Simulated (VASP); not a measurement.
## CdF2: from the relaxed cell to its vibrations

What lattice, stiffness and vibrations does CdF2 have at one level of theory? The starting structure is a measured crystal structure from the Crystallography Open Database. All runs use LDA.

Program: VASP 6.6.1. Level of theory: Kohn-Sham DFT with plane waves and PAW; LDA. Results are calculated unless marked as measured.

## 1. The structure

The structure is cubic, space group Fm-3m (No. 225). The conventional cell has a = 5.388 Å, b = 5.388 Å, c = 5.388 Å, α = 90.00°, β = 90.00°, γ = 90.00°. Nearest to Cd lie 8 F at 2.33 Å. F has 4 Cd at 2.33 Å nearest. Farther neighbours and most contacts between anions are not listed.

As a file:

```xyz
3
Lattice="0.0000 2.6940 2.6940 2.6940 0.0000 2.6940 2.6940 2.6940 0.0000" Properties=species:S:1:pos:R:3 pbc="T T T"
Cd    0.0000    0.0000    0.0000
F     4.0410    4.0410    4.0410
F     1.3470    1.3470    1.3470
```

## 2. Relaxation

This run starts from the cell of an earlier relaxation, which isn't shown; the restart sets up the plane waves anew.

File INCAR:

```
SYSTEM = CdF2
PREC = Accurate
ENCUT = 560
EDIFF = 1E-07
NELM = 100
ISMEAR = 0
SIGMA = 0.03
LREAL = .FALSE.
ALGO = Normal
GGA = CA
NBANDS = 19
LORBIT = 11
LWAVE = .FALSE.
LCHARG = .FALSE.
KPAR = 4
IBRION = 2
NSW = 50
ISIF = 3
EDIFFG = -0.002
```

File POSCAR:

```
CdF2
1.0
    0.0000000000      2.6573146293      2.6573146293
    2.6573146293      0.0000000000      2.6573146293
    2.6573146293      2.6573146293      0.0000000000
Cd F
1 2
Direct
    0.0000000000      0.0000000000      0.0000000000
    0.7500000000      0.7500000000      0.7500000000
    0.2500000000      0.2500000000      0.2500000000
```

File KPOINTS:

```
Automatic mesh
0
Gamma
8 8 8
0 0 0
```

The projector-augmented-wave data sets are Cd and F (LDA family, release 64).

On the command line:

```console
mpirun -np 4 vasp_std
```

Output:

```text
[banner, memory and clock lines left out]
running    4 mpi-ranks, on    1 nodes
 distrk:  each k-point on    1 cores,    4 groups
 distr:  one band on    1 cores,    1 groups

 POSCAR found type information on POSCAR CdF
 POSCAR found :  2 types and       3 ions
 LDA part: xc-table for (Slater(with rela. corr.)+CA(PZ))
 , standard interpolation
 POSCAR, INCAR and KPOINTS ok, starting setup
 FFT: planning ... GRIDC
 FFT: planning ... GRID_SOFT
 FFT: planning ... GRID
 WAVECAR not read
 entering main loop
       N       E                     dE             d eps       ncg     rms          rms(c)
DAV:   1     0.204517466629E+03    0.20452E+03   -0.16053E+04  1142   0.147E+03
DAV:   2    -0.540253205357E+01   -0.20992E+03   -0.20387E+03  1182   0.368E+02
DAV:   3    -0.142169173481E+02   -0.88144E+01   -0.87879E+01  1203   0.833E+01
DAV:   4    -0.142571103679E+02   -0.40193E-01   -0.40190E-01  1192   0.577E+00
DAV:   5    -0.142572539404E+02   -0.14357E-03   -0.14357E-03  1207   0.319E-01    0.106E+01
DAV:   6    -0.127597586181E+02    0.14975E+01   -0.37553E+00  1422   0.366E+01    0.804E+00
DAV:   7    -0.127697580430E+02   -0.99994E-02   -0.68408E-01  1123   0.807E+00    0.461E+00
DAV:   8    -0.127455929411E+02    0.24165E-01   -0.13183E-01  1141   0.343E+00    0.682E-01
DAV:   9    -0.127374815268E+02    0.81114E-02   -0.27740E-02  1387   0.222E+00    0.877E-02
DAV:  10    -0.127377506371E+02   -0.26911E-03   -0.27389E-03  1129   0.540E-01    0.665E-02
DAV:  11    -0.127377669010E+02   -0.16264E-04   -0.65873E-05  1219   0.129E-01    0.311E-02
DAV:  12    -0.127377637389E+02    0.31621E-05   -0.25417E-05  1126   0.497E-02    0.123E-02
DAV:  13    -0.127377639026E+02   -0.16376E-06   -0.19611E-06  1189   0.183E-02    0.161E-03
DAV:  14    -0.127377639025E+02    0.14506E-09   -0.11170E-07   879   0.365E-03
   1 F= -.12737764E+02 E0= -.12737764E+02  d E =-.127378E+02
 curvature:   0.00 expect dE= 0.000E+00 dE for cont linesearch  0.000E+00
 trial: gam= 0.00000 g(F)=  0.830E-48 g(S)=  0.748E-07 ort = 0.000E+00 (trialstep = 0.100E+01)
 search vector abs. value=  0.749E-07
 reached required accuracy - stopping structural energy minimisation
```

Run time: 3.8 s. Hardware: 4 MPI ranks of Intel Xeon 6975P-C (Granite Rapids), shared host; peak memory 0.58 GiB.

Lines that name or quote the potential files are left out of all logs, and their timing lines are given in words.

From OUTCAR (step 2):

```text
ion  position               nearest neighbor table
   1  0.000  0.000  0.000-   2 2.30   2 2.30   2 2.30   2 2.30   3 2.30   3 2.30   3 2.30   3 2.30

  LATTYP: Found a face centered cubic cell.
 ALAT       =     5.3146292586

 Subroutine GETGRP returns: Found 48 space group operations
 (whereof 48 operations were pure point group operations)

The static configuration has the point symmetry O_h .

 Found     29 irreducible k-points:

   k-points           NKPTS =     29   k-points in BZ     NKDIM =     29   number of bands    NBANDS=     19

   dimension x,y,z NGX =    30 NGY =   30 NGZ =   30
   dimension x,y,z NGXF=    60 NGYF=   60 NGZF=   60

   ENCUT  =  560.0 eV  41.16 Ry    6.42 a.u.   7.25  7.25  7.25*2*pi/ulx,y,z

   NELECT =      26.0000    total number of electrons

 k-points in reciprocal lattice and weights: Automatic mesh
   0.00000000  0.00000000  0.00000000       0.002
   0.12500000  0.00000000  0.00000000       0.016
   0.25000000  0.00000000  0.00000000       0.016
   0.37500000  0.00000000  0.00000000       0.016
   0.50000000  0.00000000  0.00000000       0.008
   0.12500000  0.12500000  0.00000000       0.012
   0.25000000  0.12500000  0.00000000       0.047
   0.37500000  0.12500000  0.00000000       0.047
   0.50000000  0.12500000  0.00000000       0.047
[...]
-0.37500000  0.50000000  0.12500000       0.023
  -0.25000000  0.50000000  0.25000000       0.012

 average (electrostatic) potential at core
       1 -39.5252       2 -77.6464       3 -77.6464

 E-fermi :  -1.1384

 k-point     1 :       0.0000    0.0000    0.0000
  band No.  band energies     occupation
    ...
      9      -2.4507      2.00000
     10      -2.4507      2.00000
     11      -1.7564      2.00000
     12      -1.7564      2.00000
     13      -1.7564      2.00000
     14       1.6098      0.00000
     15      11.1606      0.00000
     16      11.1606      0.00000
     17      11.1606      0.00000
     18      16.1589      0.00000
    ...

 k-point     2 :       0.1250    0.0000    0.0000
  band No.  band energies     occupation
    ...
      9      -2.5479      2.00000
     10      -2.5479      2.00000
     11      -1.9032      2.00000
     12      -1.7616      2.00000
     13      -1.7616      2.00000
     14       2.2241      0.00000
     15      10.4379      0.00000
     16      11.4121      0.00000
     17      11.4121      0.00000
     18      17.2159      0.00000
    ...

 k-point     3 :       0.2500    0.0000    0.0000
  band No.  band energies     occupation
    ...
      9      -2.8418      2.00000
     10      -2.8418      2.00000
     11      -2.4995      2.00000
     12      -1.7433      2.00000
     13      -1.7433      2.00000
     14       3.5865      0.00000
     15       9.2669      0.00000
     16      12.0661      0.00000
     17      12.0661      0.00000
     18      17.4254      0.00000
    ...

  Total        0.0012452      0.0012452      0.0012452      0.0000000     -0.0000000      0.0000000
  in kB        0.0531602      0.0531602      0.0531602      0.0000000     -0.0000000      0.0000000
  external PRESSURE =       0.0531602 kB  Pullay stress =       0.0000000 kB

  energy-cutoff  :      560.00
  volume of cell :       37.53
      direct lattice vectors                 reciprocal lattice vectors
     0.000000000  2.657314629  2.657314629    -0.188159879  0.188159879  0.188159879
     2.657314629  0.000000000  2.657314629     0.188159879 -0.188159879  0.188159879
     2.657314629  2.657314629  0.000000000     0.188159879  0.188159879 -0.188159879

 POSITION                                       TOTAL-FORCE (eV/Angst)
 -----------------------------------------------------------------------------------
      0.00000      0.00000      0.00000         0.000000      0.000000      0.000000
      3.98597      3.98597      3.98597         0.000000      0.000000      0.000000
      1.32866      1.32866      1.32866        -0.000000     -0.000000     -0.000000
 -----------------------------------------------------------------------------------
    total drift:                                0.000000     -0.000000      0.000000

  FREE ENERGIE OF THE ION-ELECTRON SYSTEM (eV)
  ---------------------------------------------------
  free  energy   TOTEN  =       -12.7377639025 eV

  energy  without entropy=      -12.7377639025  energy(sigma->0) =      -12.73776390

 reached required accuracy - stopping structural energy minimisation

 total charge
# of ion       s       p       d       tot
------------------------------------------
    1        0.250   0.221   9.687  10.158
    2        1.728   4.323   0.000   6.051
    3        1.728   4.323   0.000   6.051
--------------------------------------------------
tot          3.706   8.867   9.687  22.261

[... 3 further parts left out ...]
```

CONTCAR:

```
CdF2
   1.00000000000000
     0.0000000000000000    2.6573146293000001    2.6573146293000001
     2.6573146293000001    0.0000000000000000    2.6573146293000001
     2.6573146293000001    2.6573146293000001    0.0000000000000000
  Cd              F
     1     2
Direct
     0.0000000000000000    0.0000000000000000    0.0000000000000000
     0.7500000000000000    0.7500000000000000    0.7500000000000000
     0.2500000000000000    0.2500000000000000    0.2500000000000000
```

The run keeps the 48 symmetry operations of its start, so it cannot find a distortion of lower symmetry.

The relaxed cell holds 12.509 Å³ an atom, with a = 5.315 Å (-1.4 % against the database cell). Pressures at 0.985 and 1.015 times this volume, from two more relaxations that aren't shown, give a bulk modulus of 127.3 GPa.

## 3. Elastic constants

File INCAR:

```
SYSTEM = CdF2
PREC = Accurate
ENCUT = 800
EDIFF = 1E-08
NELM = 100
ISMEAR = 0
SIGMA = 0.03
LREAL = .FALSE.
ALGO = Normal
GGA = CA
NBANDS = 19
LORBIT = 11
LWAVE = .FALSE.
LCHARG = .FALSE.
KPAR = 4
IBRION = 6
NFREE = 2
POTIM = 0.015
ISIF = 3
NSW = 1
```

POSCAR is that of step 2.

KPOINTS is that of step 2.

On the command line:

```console
mpirun -np 4 vasp_std
```

Output:

```text
[... set-up lines as in an earlier step ...]
 entering main loop
       N       E                     dE             d eps       ncg     rms          rms(c)
DAV:   1     0.263078281271E+03    0.26308E+03   -0.19757E+04  1118   0.198E+03
DAV:   2    -0.143106095034E+01   -0.26451E+03   -0.25342E+03  1181   0.432E+02
DAV:   3    -0.141854955938E+02   -0.12754E+02   -0.12717E+02  1227   0.103E+02
DAV:   4    -0.142633864957E+02   -0.77891E-01   -0.77883E-01  1180   0.781E+00
[...]
DAV:  13    -0.127474514048E+02   -0.14325E-06   -0.21304E-06  1189   0.203E-02    0.172E-03
DAV:  14    -0.127474514132E+02   -0.84274E-08   -0.17580E-07  1180   0.501E-03    0.115E-03
DAV:  15    -0.127474514048E+02    0.84615E-08   -0.32658E-08   947   0.207E-03
   1 F= -.12747451E+02 E0= -.12747451E+02  d E =-.203768E-22
[... from here on, the cycles between the ionic steps are left out ...]
   2 F= -.12742401E+02 E0= -.12742401E+02  d E =-.271866E-27
   3 F= -.12741598E+02 E0= -.12741598E+02  d E =-.347010E-26
   4 F= -.12742401E+02 E0= -.12742401E+02  d E =-.274447E-27
   5 F= -.12741598E+02 E0= -.12741598E+02  d E =-.346994E-26
   6 F= -.12742401E+02 E0= -.12742401E+02  d E =-.274427E-27
   7 F= -.12741598E+02 E0= -.12741598E+02  d E =-.347011E-26
   8 F= -.12746499E+02 E0= -.12746499E+02  d E =-.197468E-29
   9 F= -.12746499E+02 E0= -.12746499E+02  d E =-.199805E-29
  10 F= -.12746499E+02 E0= -.12746499E+02  d E =-.200285E-29
  11 F= -.12746499E+02 E0= -.12746499E+02  d E =-.199827E-29
  12 F= -.12746499E+02 E0= -.12746499E+02  d E =-.200276E-29
  13 F= -.12746499E+02 E0= -.12746499E+02  d E =-.199861E-29
  14 F= -.12746747E+02 E0= -.12746747E+02  d E =-.201205E-22
  15 F= -.12746747E+02 E0= -.12746747E+02  d E =-.201703E-22
  16 F= -.12746874E+02 E0= -.12746874E+02  d E =-.138541E-24
  17 F= -.12746874E+02 E0= -.12746874E+02  d E =-.138583E-24
 Finite differences progress:
  Degree of freedom:   8/  8
  Displacement:        2/  2
  Total:              16/ 16
```

Elapsed: 2.4 min, on 4 MPI ranks; peak memory 1.7 GiB; 9.6 min of CPU time.

Parts of OUTCAR (step 3):

```text
  Total        0.0215466      0.0202690      0.0202690      0.0000000     -0.0406263      0.0000000
  in kB        0.9198774      0.8653331      0.8653331      0.0000000     -1.7344397      0.0000000
  external PRESSURE =       0.8835145 kB  Pullay stress =       0.0000000 kB

 POSITION                                       TOTAL-FORCE (eV/Angst)
 -----------------------------------------------------------------------------------
      0.00000      0.00000      0.00000        -0.046763      0.000000      0.000000
      3.97097      3.98597      3.98597         0.077067      0.000000      0.000000
      1.32866      1.32866      1.32866        -0.030304     -0.000000     -0.000000
 -----------------------------------------------------------------------------------
    total drift:                               -0.000272      0.000000      0.000000

  FREE ENERGIE OF THE ION-ELECTRON SYSTEM (eV)
  ---------------------------------------------------
  free  energy   TOTEN  =       -12.7468736399 eV

  energy  without entropy=      -12.7468736399  energy(sigma->0) =      -12.74687364

[... 1 part as in an earlier step ...]

[... 2 further parts left out ...]
[key lines of the parts left out:]
E-fermi :  -1.1286
```

The last energy, forces and stress in OUTCAR belong to the last displaced cell, not to that of POSCAR.

The elastic tensor has C11 = 206.5, C12 = 90.2, C44 = 27.7 GPa; its Hill averages are a bulk modulus of 129.0 and a shear modulus of 37.4 GPa.

## 4. Modes of the relaxed cell

File INCAR:

```
SYSTEM = CdF2
PREC = Accurate
ENCUT = 560
EDIFF = 1E-08
NELM = 100
ISMEAR = 0
SIGMA = 0.03
LREAL = .FALSE.
ALGO = Normal
GGA = CA
NBANDS = 19
LORBIT = 11
LWAVE = .FALSE.
LCHARG = .FALSE.
KPAR = 4
IBRION = 8
LEPSILON = .TRUE.
LPEAD = .TRUE.
ISIF = 2
```

POSCAR is that of step 3.

File KPOINTS:

```
Automatic mesh
0
Gamma
14 14 14
0 0 0
```

On the command line:

```console
mpirun -np 4 vasp_std
```

Output:

```text
[... set-up lines as in an earlier step ...]
 entering main loop
       N       E                     dE             d eps       ncg     rms          rms(c)
DAV:   1     0.209262867337E+03    0.20926E+03   -0.16228E+04  4024   0.148E+03
DAV:   2    -0.495784675850E+01   -0.21422E+03   -0.20546E+03  4246   0.371E+02
DAV:   3    -0.142125285813E+02   -0.92547E+01   -0.92274E+01  4436   0.847E+01
DAV:   4    -0.142571454681E+02   -0.44617E-01   -0.44614E-01  4230   0.598E+00
[...]
DAV:  13    -0.127378329996E+02   -0.15859E-06   -0.19917E-06  4243   0.186E-02    0.164E-03
DAV:  14    -0.127378330005E+02   -0.86629E-09   -0.11955E-07  4228   0.373E-03    0.104E-03
DAV:  15    -0.127378329922E+02    0.82578E-08   -0.23219E-08  3098   0.180E-03
   1 F= -.12737833E+02 E0= -.12737833E+02  d E =-.336549E-25
 Linear response reoptimize wavefunctions to high precision
DAV:   1    -0.127378329924E+02   -0.20282E-09   -0.17443E-09  2453   0.477E-04
DAV:   2    -0.127378329925E+02   -0.24556E-10   -0.93137E-11  2099   0.110E-04
 Linear response to external field (no local field effect), progress :
[...]
RMM:   8    -0.432014367531E+00   -0.69382E-08   -0.65314E-09 15479   0.339E-04    0.403E-05
 first order change of Fermi-energy   0.27587E-01
 force on displaced ion       1 direction 1 :  -6.267   0.000   0.000
 Born effective charge ion    1 direction 1 :   2.426   0.000   0.000
 Linear response progress:
  Degree of freedom:   2/  2
       N       E                     dE             d eps       ncg     rms          rms(c)
RMM:   1    -0.524656339440E+00   -0.52466E+00    0.67124E-01 31079   0.481E+00
RMM:   2    -0.522582268208E+00    0.20741E-02   -0.42416E-03 24247   0.631E-01    0.142E-01
RMM:   3    -0.523629215962E+00   -0.10469E-02   -0.24297E-04 22175   0.119E-01    0.803E-02
RMM:   4    -0.524909317041E+00   -0.12801E-02   -0.16209E-04 22383   0.866E-02    0.114E-02
[...]
RMM:   9    -0.524881384045E+00    0.24133E-06   -0.28176E-09 26541   0.922E-05    0.834E-06
RMM:  10    -0.524881342206E+00    0.41839E-07   -0.27708E-09 27202   0.457E-05    0.350E-06
RMM:  11    -0.524881338089E+00    0.41171E-08   -0.24918E-09 23227   0.411E-05    0.633E-07
 first order change of Fermi-energy   0.50772E-04
 force on displaced ion       2 direction 1 :  -5.150  -0.000  -0.000
 Born effective charge ion    2 direction 1 :  -1.213   0.000   0.000
 Born effective charges drift removed
 Linear response finished
```

The job ended after 3.2 min (4 MPI ranks; peak memory 3.9 GiB).

Parts of OUTCAR (step 4):

```text
  Total       -0.0004155     -0.0004155     -0.0004155      0.0000000     -0.0000000     -0.0000000
  in kB       -0.0177374     -0.0177374     -0.0177374      0.0000000     -0.0000000     -0.0000000
  external PRESSURE =      -0.0177374 kB  Pullay stress =       0.0000000 kB

 MACROSCOPIC STATIC DIELECTRIC TENSOR (including local field effects in DFT)
 ------------------------------------------------------
           2.884194    -0.000000     0.000000
          -0.000000     2.884194    -0.000000
           0.000000    -0.000000     2.884194
 ------------------------------------------------------

 MACROSCOPIC STATIC DIELECTRIC TENSOR IONIC CONTRIBUTION
 ------------------------------------------------------
           4.530167     0.000000     0.000000
           0.000000     4.530167     0.000000
          -0.000000     0.000000     4.530167
 ------------------------------------------------------

[... 2 parts as in an earlier step ...]

[... 1 further part left out ...]
```

The zone-centre modes at 12.509 Å³ an atom are T2g 320.5, T1u 244.7 cm⁻¹.

(Part 1 of 2 ends here.)

[Lines on the potential files, build, host, timing and source positions are cut from VASP's logs without a mark.]

[Logs are printed without paths, hosts, clocks, repeated set-up lines and the standing remarks that a program may print on its own settings, such as how far it seeks lower states.]

[Hosts, paths, dates, database ids (printed as entryN), source tags and the programs' standing remarks are cut or masked in the printed files.]
